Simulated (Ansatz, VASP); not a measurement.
**SnSe in VASP and in Ansatz**

```
CELL_PARAMETERS angstrom
0.00000 2.91588 3.20746
2.91588 0.00000 3.20746
2.91588 2.91588 0.00000
ATOMIC_POSITIONS crystal
Sn 0.00000 0.00000 0.00000
Se 0.50000 0.50000 0.50000
```

Alike in both runs: task single point; functional LDA; k mesh 10 × 10 × 10; occupations gaussian, width 0.05 eV; no spin polarisation.

|  | VASP | Ansatz |
| --- | --- | --- |
| version | VASP 6.6.1 | Ansatz 0.2.0 |
| potentials or method | VASP PAW LDA potentials, release 64 (Sn_d, Se) | scalar-relativistic, plane waves, PAW |
| plane-wave cutoff (eV) | 520 | 420 |
| valence electrons in the cell | 20 | 30 |

```csv
,VASP,Ansatz,Ansatz less VASP
gap on the k mesh at the Fermi level (eV),0.11,0.13,+0.011
least direct gap on the mesh (eV),0.23,0.24,+0.009
pressure (GPa),-2.0,-2.1,-0.10
largest component of the traceless stress (GPa),5.82,5.76,-0.058
```

The two sets of potentials don't hold the same shells in valence.

Caveats: spin-orbit coupling is left out, which moves the levels of the heavy elements.
